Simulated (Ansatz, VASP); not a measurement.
## Pt in VASP and in Ansatz

```
CELL_PARAMETERS angstrom
0.00000 1.96090 1.96090
1.96090 0.00000 1.96090
1.96090 1.96090 0.00000
ATOMIC_POSITIONS crystal
Pt 0.00000 0.00000 0.00000
```

Alike in both runs: task single point; functional RPBE; k mesh 9 × 9 × 9; occupations fermi-dirac, width 0.02 eV; non-collinear spin, spin-orbit coupling.

|  | VASP | Ansatz |
| --- | --- | --- |
| version | VASP 6.6.1 | Ansatz 0.2.0 |
| potentials or method | VASP PAW PBE potentials, release 64 (Pt) | Ansatz PAW |
| plane-wave cutoff (eV) | 520 | 420 |
| valence electrons in the cell | 10 | 18 |

```csv
,VASP,Ansatz,Ansatz less VASP
gap on the k mesh at the Fermi level (eV),none,none,-
pressure (GPa),13.8,14.1,+0.25
net moment per atom (μB),0.00,0.00,0.000
```

A gap of «none» marks a metal or a gap that the smearing closes. With one functional, cell and mesh, what is left measures potentials, basis and numerics. The two sets of potentials don't hold the same shells in valence.

Caveats: the PAW data sets were made with another functional, which shifts forces and pressure a little (VASP); the PAW data sets come from PBE, with cores solved anew for the run's functional, which leaves a small shift of forces and pressure (Ansatz).
